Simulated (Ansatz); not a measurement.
Input, command and steps of an Ansatz relaxation.

```yaml
crystal:
  lattice:
    - [0.0, 2.7942, 2.7942]
    - [2.7942, 0.0, 2.7942]
    - [2.7942, 2.7942, 0.0]
  atoms:
    - { symbol: Ca, position: [0.0, 0.0, 0.0] }
basis:
  ecutwfc: 420
kpoints:
  mp_grid: { grid: [14, 14, 14] }
hamiltonian:
  xc: pbe
scf:
  occupations: { method: gaussian, width: 0.1 }
output:
  forces: true
  stress: true
  eigenvalues: true
relax:
  adjacent_minimum: "off"
  f_tol: 0.005
  max_steps: 80
  cell: { stress_tol: 0.05 }
```

```bash
ansatz run input.yaml --threads 1 --pin off --max-ram 2560MiB --backend cpu --events-out ev --progress --plain --runs-dir out
```

The calculation used Ansatz 0.2.0, DFT PBE, scalar-relativistic, plane waves, PAW.

Of 4 frames 3 are shown, positions in Å and forces in eV/Å; the SCF threshold varies from step to step. Steps run on the plane waves of an earlier cell, with a Pulay correction in the pressure. The basis is chosen afresh for the last frame, the zero of the energies, and at times for earlier ones too; energy and pressure step there, also at an unchanged geometry.

```xyz
1
Lattice="0.0000 2.7942 2.7942 2.7942 0.0000 2.7942 2.7942 2.7942 0.0000" Properties=species:S:1:pos:R:3:forces:R:3 pbc="T T T" step=1 free_energy_over_end_meV_per_atom=2.53 pressure_GPa=-0.55
Ca    0.0000    0.0000    0.0000    0.0000    0.0000    0.0000
1
Lattice="0.0000 2.7810 2.7810 2.7810 0.0000 2.7810 2.7810 2.7810 0.0000" Properties=species:S:1:pos:R:3:forces:R:3 pbc="T T T" step=2 free_energy_over_end_meV_per_atom=0.83 pressure_GPa=-0.33
Ca    0.0000    0.0000    0.0000    0.0000    0.0000    0.0000
1
Lattice="0.0000 2.7624 2.7624 2.7624 0.0000 2.7624 2.7624 2.7624 0.0000" Properties=species:S:1:pos:R:3:forces:R:3 pbc="T T T" step=4 free_energy_over_end_meV_per_atom=0.00 pressure_GPa=0.01
Ca    0.0000    0.0000    0.0000    0.0000    0.0000    0.0000
```

It took 11 s on 1 thread of Arm Neoverse V1, on a shared host, peak memory 0.32 GiB.